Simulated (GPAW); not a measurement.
# Nb (Im-3m) in GPAW: notebook

The runs below take Nb through single point, with PBE, r2SCAN.

All numbers are computed with GPAW 26.7.0; they aren't measurements. Logs are shortened: lines on timing, memory, paths and dates and some standing lists are left out, and cuts for length are marked. The log counts tension as positive stress, the text compression.

## 1. The structure

The structure is cubic, space group Im-3m (No. 229). The conventional cell has a = 3.328 Å, b = 3.328 Å, c = 3.328 Å, α = 90.00°, β = 90.00°, γ = 90.00°. Nb (site symmetry m-3m) has 8 Nb at 2.88 Å as nearest neighbours.

## 2. Single point, PBE

run.py reads:

```python
from ase.dft.bandgap import bandgap
from ase.io import read, write
from ase.units import GPa
from gpaw import GPAW, PW

atoms = read('POSCAR')

calc = GPAW(mode=PW(450),
            xc='PBE',
            kpts={'size': (9, 9, 9), 'gamma': True},
            occupations={'name': 'fermi-dirac', 'width': 0.05},
            nbands=15,
            maxiter=120,
            txt='gpaw.txt')
atoms.calc = calc
energy = atoms.get_potential_energy()
forces = atoms.get_forces()
stress = atoms.get_stress()
calc.write('gs.gpw')
write('result.traj', atoms)
print(f'Energy: {energy:.6f} eV')
print('Forces (eV/A):')
print(forces.round(4))
print('Stress (GPa):', (stress / GPa).round(3))
print('Fermi level:', round(calc.get_fermi_level(), 4), 'eV')
print(f'Gap: {bandgap(calc)[0]:.4f} eV, direct: {bandgap(calc, direct=True)[0]:.4f} eV')
```

POSCAR reads:

```
Nb
1.0
   -1.6639500000      1.6639500000      1.6639500000
    1.6639500000     -1.6639500000      1.6639500000
    1.6639500000      1.6639500000     -1.6639500000
Nb
1
Direct
    0.0000000000      0.0000000000      0.0000000000
```

Potentials or basis: GPAW PAW data sets (gpaw-data 1.2.1), pw.

Command:

```sh
$ OMP_NUM_THREADS=1 python run.py
```

gpaw.txt:

```text
__  _  _
 | _ |_)|_||  |
 |__||  | ||/\| - 26.7.0

Input parameters:
  mode=PW(ecut=450.00000000000006),
  kpts=MonkhorstPack(size=(9, 9, 9), gamma=True),
  maxiter=120,
  nbands=15,
  occupations=Occupations(name='fermi-dirac', width=0.05),
  xc=XC(name='PBE')

Diagonalizing LCAO Hamiltonian
Converting LCAO to pw mode

       Nb

Atoms  # Å, Bohr magnetons
|   | symbol |        x |        y |        z |    initial magnetic moments |
|---|--------|----------|----------|----------|-----------------------------|
| 0 |     Nb | 0.000000 | 0.000000 | 0.000000 | ( 0.0000,  0.0000,  0.0000) |

Unit cell  # Å
| periodic |         x |         y |         z |  lengths |     angles |
|----------|-----------|-----------|-----------|----------|------------|
|      yes | -1.663950 |  1.663950 |  1.663950 | 2.882046 | 109.471221 |
|      yes |  1.663950 | -1.663950 |  1.663950 | 2.882046 | 109.471221 |
|      yes |  1.663950 |  1.663950 | -1.663950 | 2.882046 | 109.471221 |

Number of symmetries: 48
Symmetry operations  # r_c * U_cc + t_c -> r_c
|    | kind |            matrix            |
|----|------|------------------------------|
|  0 |  σ   |  1, 1, 1,  0, 0,-1,  0,-1, 0 |
|  1 |  C4  |  1, 1, 1,  0, 0,-1, -1, 0, 0 |
|  2 |  C2  |  1, 1, 1,  0,-1, 0,  0, 0,-1 |
|  3 |  S6  |  1, 1, 1,  0,-1, 0, -1, 0, 0 |
|  4 |  S6  |  1, 1, 1, -1, 0, 0,  0, 0,-1 |
|  5 |  C4  |  1, 1, 1, -1, 0, 0,  0,-1, 0 |
|  6 |  E   |  1, 0, 0,  0, 1, 0,  0, 0, 1 |
|  7 |  σ   |  1, 0, 0,  0, 1, 0, -1,-1,-1 |
|  8 |  σ   |  1, 0, 0,  0, 0, 1,  0, 1, 0 |
|  9 |  C3  |  1, 0, 0,  0, 0, 1, -1,-1,-1 |
| 10 |  C3  |  1, 0, 0, -1,-1,-1,  0, 1, 0 |
| 11 |  σ   |  1, 0, 0, -1,-1,-1,  0, 0, 1 |
| 12 |  σ   |  0, 1, 0,  1, 0, 0,  0, 0, 1 |
| 13 |  C2  |  0, 1, 0,  1, 0, 0, -1,-1,-1 |
| 14 |  C3  |  0, 1, 0,  0, 0, 1,  1, 0, 0 |
| 15 |  S4  |  0, 1, 0,  0, 0, 1, -1,-1,-1 |
| 16 |  S4  |  0, 1, 0, -1,-1,-1,  1, 0, 0 |
| 17 |  C3  |  0, 1, 0, -1,-1,-1,  0, 0, 1 |
| 18 |  C3  |  0, 0, 1,  1, 0, 0,  0, 1, 0 |
| 19 |  S4  |  0, 0, 1,  1, 0, 0, -1,-1,-1 |
| 20 |  σ   |  0, 0, 1,  0, 1, 0,  1, 0, 0 |
| 21 |  C3  |  0, 0, 1,  0, 1, 0, -1,-1,-1 |
| 22 |  C2  |  0, 0, 1, -1,-1,-1,  1, 0, 0 |
| 23 |  S4  |  0, 0, 1, -1,-1,-1,  0, 1, 0 |
| 24 |  C4  |  0, 0,-1,  1, 1, 1,  0,-1, 0 |
| 25 |  σ   |  0, 0,-1,  1, 1, 1, -1, 0, 0 |
| 26 |  S6  |  0, 0,-1,  0,-1, 0,  1, 1, 1 |
| 27 |  C2  |  0, 0,-1,  0,-1, 0, -1, 0, 0 |
| 28 |  C4  |  0, 0,-1, -1, 0, 0,  1, 1, 1 |
| 29 |  S6  |  0, 0,-1, -1, 0, 0,  0,-1, 0 |
| 30 |  S6  |  0,-1, 0,  1, 1, 1,  0, 0,-1 |
| 31 |  C4  |  0,-1, 0,  1, 1, 1, -1, 0, 0 |
| 32 |  C4  |  0,-1, 0,  0, 0,-1,  1, 1, 1 |
| 33 |  S6  |  0,-1, 0,  0, 0,-1, -1, 0, 0 |
| 34 |  σ   |  0,-1, 0, -1, 0, 0,  1, 1, 1 |
| 35 |  C2  |  0,-1, 0, -1, 0, 0,  0, 0,-1 |
| 36 |  C2  | -1, 0, 0,  1, 1, 1,  0, 0,-1 |
| 37 |  S6  | -1, 0, 0,  1, 1, 1,  0,-1, 0 |
| 38 |  S6  | -1, 0, 0,  0, 0,-1,  1, 1, 1 |
| 39 |  C2  | -1, 0, 0,  0, 0,-1,  0,-1, 0 |
| 40 |  C2  | -1, 0, 0,  0,-1, 0,  1, 1, 1 |
| 41 |  i   | -1, 0, 0,  0,-1, 0,  0, 0,-1 |
| 42 |  S4  | -1,-1,-1,  1, 0, 0,  0, 1, 0 |
| 43 |  C3  | -1,-1,-1,  1, 0, 0,  0, 0, 1 |
| 44 |  C3  | -1,-1,-1,  0, 1, 0,  1, 0, 0 |
| 45 |  σ   | -1,-1,-1,  0, 1, 0,  0, 0, 1 |
| 46 |  S4  | -1,-1,-1,  0, 0, 1,  1, 0, 0 |
| 47 |  C2  | -1,-1,-1,  0, 0, 1,  0, 1, 0 |

BZ-sampling:
  Number of BZ points: 729
  Number of IBZ points: 35

  Monkhorst-Pack size: [9, 9, 9]
  Monkhorst-Pack shift: [0, 0, 0]

K-points  # in reciprocal-cell coordinates
|     |                                coordinates |     weight |
|-----|--------------------------------------------|------------|
|   0 | (  0.00000000,   0.00000000,   0.00000000) | 0.00137174 |
|   1 | (  0.11111111,   0.00000000,   0.00000000) | 0.01646091 |
|   2 | (  0.11111111,   0.11111111,  -0.11111111) | 0.00823045 |
|   3 | (  0.22222222,   0.00000000,  -0.11111111) | 0.03292181 |
|   4 | (  0.22222222,   0.00000000,   0.00000000) | 0.01646091 |
|   5 | (  0.22222222,   0.11111111,  -0.11111111) | 0.03292181 |
|   6 | (  0.22222222,   0.22222222,  -0.22222222) | 0.00823045 |
|   7 | (  0.33333333,  -0.11111111,  -0.11111111) | 0.01097394 |
|   8 | (  0.33333333,   0.00000000,  -0.11111111) | 0.06584362 |
|   9 | (  0.33333333,   0.00000000,   0.00000000) | 0.01646091 |
| ... |                                            |            |
|  34 | (  0.44444444,   0.44444444,   0.44444444) | 0.01097394 |

Plane wave coefficients: 414
Cutoff: 450.00000000000006 eV

Spin-components: 1 (collinear spins)
Bands:           15
Projectors:      6
Spin-degeneracy: 2
Datatype:        complex128

Parallelization:
  kpt:    1
  domain: 1
  band:   1

Density:
  Valence electrons: 13.0
  Components: 1
  Grid points: [15 15 15]
  Charge: 0.0  # |e|

Potential:
  Grid points: [15 15 15]

species:
  Nb:
    name:    Niobium
    Z:       41.0
    valence: 13
    core:    28
    charge:  0.0  # [|e|]
    compensation charges:
      type: gauss
      rc: 0.40  # [Å]
      lmax: 2
    cutoffs:
      filter: 2.35  # [Å]
      core: 1.51  # [Å]
    projectors
    | kind |    occ | energy [eV] | rcut [Å] |
    |------|--------|-------------|----------|
    |   4s |  2.000 |     -58.361 |    1.323 |
    |   5s |  1.000 |      -3.980 |    1.323 |
    |   4p |  6.000 |     -34.526 |    1.323 |
    |   5p |  0.000 |      -1.111 |    1.323 |
    |   4d |  4.000 |      -3.041 |    1.244 |
    |    d |        |      24.171 |    1.244 |

    Using partial waves for Nb as LCAO basis

Reference energy: -103906.147789  # eV

eigensolver:
  PPCG
  Converge bands: occupied
  niter=2

density mixing:
  MSR1-Mixer
  Pratt-step length: 0.05
  Maximum mixing coefficient: 0.75
  Old densities: 10
  SVD Regularization: 0.005
  Good broyden scale: 1.0
  Trust region scale: 1.0
  Backstep threshold: 4.0
  History deletion threshold: 6.0
  Fourier metric: weight=20.0, sigma=0.015

occupation numbers:
  Fermi-Dirac:
    width: 0.0500  # eV

poisson solver:
  ecut: 3600.0000000000005  # eV

xc functional:
  name: PBE with 2 nearest neighbor stencil

convergence criteria:
- Maximum [total energy] change in last 3 cyles: 0.0005 eV / valence electron
- Maximum integral of absolute [dens]ity change: 0.0001 electrons / valence electron
- Maximum integral of absolute [eigenst]ate change: 4e-08 eV^2 / valence electron
maximum number of iterations: 120

SCF iterations
|iter     | |      energy | eigst |  dens |
|---------|-|-------------|-------|-------|
|iter:   1| |  -10.967259 | -0.05 |       |
|iter:   2| |  -10.862594 | -2.67 | -1.02 |
|iter:   3| |  -10.354610 | -1.54 | -1.06 |
|iter:   4| |  -10.353235 | -3.07 | -1.78 |
|iter:   5| |  -10.353814c| -4.17 | -2.15 |
|iter:   6| |  -10.353817c| -6.00 | -3.44 |
|iter:   7| |  -10.353818c| -7.16 | -3.91 |
|iter:   8| |  -10.353818c| -8.46c| -5.20c|

Converged in 8 steps
Energy contributions relative to reference atoms: (reference = -103906.147789)

Energy contributions:
  Kinetic:          -2.623493
  Coulomb:          -2.244634
  Zero:             -0.030609
  External:          0.000000
  Xc:               -5.449012
  Entropy:          -0.012139
  Spinorbit:         0.000000
  ----------------------------
  Free energy:     -10.359888
  Extrapolated:    -10.353818

dipole moment: (-6.089560, -6.089560, -6.089560)  # |e|*Ang

Fermi level: 11.023
Eigenvalues  # (at kpt = [0.000, 0.000, 0.000])
| band index |      eig [eV] | occ [0-2] |
|------------|---------------|-----------|
|          0 |       -43.370 |     2.000 |
|          1 |       -18.769 |     2.000 |
|          2 |       -18.769 |     2.000 |
|          3 |       -18.769 |     2.000 |
|          4 |         5.164 |     2.000 |
|          5 |        11.398 |     0.001 |
|          6 |        11.398 |     0.001 |
|          7 |        11.398 |     0.001 |
|          8 |        14.216 |     0.000 |
|          9 |        14.216 |     0.000 |
|         10 |        25.376 |     0.000 |
|         11 |        25.376 |     0.000 |
|         12 |        25.376 |     0.000 |
|        ... |               |           |
|         14 |        35.601 |     0.000 |

No gap
No difference between direct/indirect transitions

Forces  # eV/Ang
|        x |        y |        z |
|----------|----------|----------|
| -0.00000 | -0.00000 | -0.00000 |  # Nb   0

Stress tensor  # eV/Ang^3
|        x |         y |         z |
|----------|-----------|-----------|
| 0.023820 |  0.000000 |  0.000000 |
| 0.000000 |  0.023820 | -0.000000 |
| 0.000000 | -0.000000 |  0.023820 |

# Writing to gs.gpw (mode='')
```

It took 4.3 s on 1 thread of Arm Neoverse V2, shared host; peak memory 0.13 GiB.

What came out:

| Quantity | Value |
| --- | --- |
| Free energy | -10.3599 eV |
| Pressure | -3.8 GPa |
| Band gap on the k mesh | none (metal or under the smearing width) |

Caveat: the cutoff is short for stress and forces, so pressures can be off by a GPa or more.

## 3. Single point, r2SCAN

Edit run.py of step 2 so:

```diff
@@ -1,3 +1,4 @@
+from ase import Atoms
 from ase.dft.bandgap import bandgap
-from ase.io import read, write
+from ase.io import write
 from ase.units import GPa
@@ -5,6 +6,11 @@
 
-atoms = read('POSCAR')
+atoms = Atoms(['Nb'],
+              cell=[[-1.66395, 1.66395, 1.66395],
+                    [1.66395, -1.66395, 1.66395],
+                    [1.66395, 1.66395, -1.66395]],
+              scaled_positions=[[0.0, 0.0, 0.0]],
+              pbc=True)
 
 calc = GPAW(mode=PW(450),
-            xc='PBE',
+            xc='MGGA_X_R2SCAN+MGGA_C_R2SCAN',
             kpts={'size': (9, 9, 9), 'gamma': True},
```

Potentials or basis: GPAW PAW data sets (gpaw-data 1.2.1), pw.

Command:

```sh
$ OMP_NUM_THREADS=1 python run.py
```

gpaw.txt:

```text
__  _  _
 | _ |_)|_||  |
 |__||  | ||/\| - 26.7.0

Input parameters:
  mode=PW(ecut=450.00000000000006),
  kpts=MonkhorstPack(size=(9, 9, 9), gamma=True),
  maxiter=120,
  nbands=15,
  occupations=Occupations(name='fermi-dirac', width=0.05),
  xc=XC(name='MGGA_X_R2SCAN+MGGA_C_R2SCAN')

Diagonalizing LCAO Hamiltonian
Converting LCAO to pw mode

       Nb

Atoms  # Å, Bohr magnetons
|   | symbol |        x |        y |        z |    initial magnetic moments |
|---|--------|----------|----------|----------|-----------------------------|
| 0 |     Nb | 0.000000 | 0.000000 | 0.000000 | ( 0.0000,  0.0000,  0.0000) |

Unit cell  # Å
| periodic |         x |         y |         z |  lengths |     angles |
|----------|-----------|-----------|-----------|----------|------------|
|      yes | -1.663950 |  1.663950 |  1.663950 | 2.882046 | 109.471221 |
|      yes |  1.663950 | -1.663950 |  1.663950 | 2.882046 | 109.471221 |
|      yes |  1.663950 |  1.663950 | -1.663950 | 2.882046 | 109.471221 |

Number of symmetries: 48
Symmetry operations  # r_c * U_cc + t_c -> r_c
|    | kind |            matrix            |
|----|------|------------------------------|
|  0 |  σ   |  1, 1, 1,  0, 0,-1,  0,-1, 0 |
|  1 |  C4  |  1, 1, 1,  0, 0,-1, -1, 0, 0 |
|  2 |  C2  |  1, 1, 1,  0,-1, 0,  0, 0,-1 |
|  3 |  S6  |  1, 1, 1,  0,-1, 0, -1, 0, 0 |
|  4 |  S6  |  1, 1, 1, -1, 0, 0,  0, 0,-1 |
|  5 |  C4  |  1, 1, 1, -1, 0, 0,  0,-1, 0 |
|  6 |  E   |  1, 0, 0,  0, 1, 0,  0, 0, 1 |
|  7 |  σ   |  1, 0, 0,  0, 1, 0, -1,-1,-1 |
|  8 |  σ   |  1, 0, 0,  0, 0, 1,  0, 1, 0 |
[... 144 lines left out ...]
- Maximum integral of absolute [eigenst]ate change: 4e-08 eV^2 / valence electron
maximum number of iterations: 120

SCF iterations
|iter     | |      energy | eigst |  dens |
|---------|-|-------------|-------|-------|
|iter:   1| |  -26.328911 | +0.09 |       |
|iter:   2| |  -22.084465 | -1.78 | -1.02 |
|iter:   3| |  -21.789217 | -1.68 | -1.07 |
|iter:   4| |  -21.766549 | -2.00 | -1.45 |
|iter:   5| |  -21.773214 | -3.32 | -2.17 |
|iter:   6| |  -21.774079 | -3.98 | -2.59 |
|iter:   7| |  -21.774082c| -6.67 | -3.73 |
|iter:   8| |  -21.774080c| -7.24 | -4.07c|
|iter:   9| |  -21.774081c| -7.79c| -4.92c|

Converged in 9 steps
Energy contributions relative to reference atoms: (reference = -103906.147789)

Energy contributions:
  Kinetic:          -7.198559
  Coulomb:           2.112778
  Zero:             -0.076190
  External:          0.000000
  Xc:              -16.606592
  Entropy:          -0.011034
  Spinorbit:         0.000000
  ----------------------------
  Free energy:     -21.779597
  Extrapolated:    -21.774081

dipole moment: (-6.098793, -6.098793, -6.098793)  # |e|*Ang

Fermi level: 10.986
Eigenvalues  # (at kpt = [0.000, 0.000, 0.000])
| band index |      eig [eV] | occ [0-2] |
|------------|---------------|-----------|
|          0 |       -45.202 |     2.000 |
|          1 |       -19.835 |     2.000 |
|          2 |       -19.835 |     2.000 |
|          3 |       -19.835 |     2.000 |
|          4 |         4.772 |     2.000 |
|          5 |        11.430 |     0.000 |
|          6 |        11.430 |     0.000 |
|          7 |        11.430 |     0.000 |
|          8 |        14.468 |     0.000 |
|          9 |        14.468 |     0.000 |
|         10 |        26.073 |     0.000 |
|         11 |        26.073 |     0.000 |
|         12 |        26.073 |     0.000 |
|        ... |               |           |
|         14 |        36.685 |     0.000 |

No gap
No difference between direct/indirect transitions

Forces  # eV/Ang
|       x |       y |        z |
|---------|---------|----------|
| 0.00000 | 0.00000 | -0.00000 |  # Nb   0

Stress tensor  # eV/Ang^3
|         x |         y |         z |
|-----------|-----------|-----------|
|  0.027098 | -0.000000 |  0.000000 |
| -0.000000 |  0.027098 | -0.000000 |
|  0.000000 | -0.000000 |  0.027098 |

# Writing to gs.gpw (mode='')
```

It took 10 s on 1 thread of Arm Neoverse V2, shared host; peak memory 0.21 GiB.

What came out:

| Item | Value |
| --- | --- |
| Free energy | -21.7796 eV |
| Pressure | -4.3 GPa |
| Band gap on the k mesh | none (metal or under the smearing width) |

Levels at points of the mesh, in eV from the Fermi level:
| k point | band 3 | band 4 | band 5 | band 6 | band 7 | band 8 | band 9 | band 10 |
| --- | --- | --- | --- | --- | --- | --- | --- | --- |
| (0.00, 0.00, 0.00) | -30.82 | -30.82 | -6.21 | 0.44 | 0.44 | 0.44 | 3.48 | 3.48 |

Caveat: the cutoff is short for stress and forces, so pressures can be off by a GPa or more; the PAW data sets were made with another functional, which shifts forces and pressure a little.
